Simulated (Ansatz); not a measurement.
# ZnS: how the settings move a single-point run

How sensitive is a single-point run of ZnS to its settings? A reference run comes first, then three runs with altered input. The cell is built on a prototype (CsCl type) and needn't be the phase found in nature.

Computed with Ansatz 0.2.0 (reference: DFT, PBE, plane waves, PAW, unless a step's input says otherwise).

4 further runs of the same task are left out: 1 for a known fault of the program, 3 that didn't finish.

### 1 The starting structure

The structure is cubic, space group Pm-3m (No. 221). The conventional cell has a = 3.179 Å, b = 3.179 Å, c = 3.179 Å, α = 90.00°, β = 90.00°, γ = 90.00°. Zn (site symmetry m-3m) has 8 S at 2.75 Å as nearest neighbours. Around S (site symmetry m-3m) lie 8 Zn at 2.75 Å.

As a file:

```
Zn S
1.0
     3.17923    0.00000    0.00000
     0.00000    3.17923    0.00000
     0.00000    0.00000    3.17923
Zn S
1 1
Direct
  0.00000 0.00000 0.00000
  0.50000 0.50000 0.50000
```

### 2 Reference

Contents of input.yaml:

```yaml
crystal:
  lattice:
    - [3.179233844, 0.0, 0.0]
    - [0.0, 3.179233844, 0.0]
    - [0.0, 0.0, 3.179233844]
  atoms:
    - { symbol: Zn, position: [0.0, 0.0, 0.0] }
    - { symbol: S, position: [0.5, 0.5, 0.5] }
kpoints:
  mp_grid: { grid: [6, 6, 6] }
hamiltonian:
  xc: pbe
scf:
  occupations: { method: fermi_dirac, width: 0.02 }
  n_extra_bands: 4
output:
  forces: true
  stress: true
  eigenvalues: true
```

Launch:

```
> ansatz run input.yaml --threads 4 --pin off --max-ram 3686MiB --backend cpu --events-out ev --progress --plain --runs-dir out
```

### 3 Changing settings: occupations.method tetrahedron, width left out

Changes to input.yaml since step 2:

```diff
@@ -13,3 +13,3 @@
 scf:
-  occupations: { method: fermi_dirac, width: 0.02 }
+  occupations: { method: tetrahedron }
   n_extra_bands: 4
```

### 4 Variant: dr2_threshold 1.0e-12

Changes to input.yaml since step 2:

```diff
@@ -15,2 +15,4 @@
   n_extra_bands: 4
+  convergence: { dr2_threshold: 1.0e-12 }
+  max_iter: 74
 output:
```

### 5 Variant: ecutwfc 600

Changes to input.yaml since step 2:

```diff
@@ -19 +19,3 @@
   eigenvalues: true
+basis:
+  ecutwfc: 600
```

Q: Predict the outcome of this session. Wanted: for each run, ending; energy change; pressure; gap; force.

**Answer**, as computed:

```
                                              run     ending         energy change  pressure (GPa)  gap (eV)  force (eV/Å)  cycles    time
                                        reference  converged                     0             1.0      0.00          0.00       7   0.3 s
1: occupations.method tetrahedron, width left out  converged  -11.9 meV/atom (σ→0)             1.4      0.00          0.00       7  0.26 s
                         2: dr2_threshold 1.0e-12  converged          0.0 meV/atom             1.0      0.00          0.00      10  0.28 s
                                   3: ecutwfc 600  converged         -1.4 meV/atom             1.0      0.00          0.00       7  0.39 s
```

Residual by cycle in the longest SCF loop of each run; runs are numbered as in the table. The quantity is the density residual dr2, in eV.

```
cycle  reference    run 1    run 2    run 3
    1    0.00232   0.0213  0.00232   0.0025
    2    0.00149  0.00362  0.00149  0.00163
    3     5.7e-4   1.5e-4   5.7e-4   4.7e-4
    4     5.7e-6   3.3e-5   5.7e-6   4.6e-6
    5     2.4e-7   4.1e-6   2.4e-7   5.0e-6
    6     2.2e-7   1.0e-7   2.2e-7   1.2e-6
    7     7.3e-9   2.0e-9   7.5e-9   2.1e-8
    8          -        -   2.0e-9        -
    9          -        -  6.3e-12        -
   10          -        -  2.4e-14        -
```

The pressure spans 1.0 to 1.4 GPa over the reference and the converged variants. Semilocal functionals close small gaps, so the missing gap need not be the real solid's.
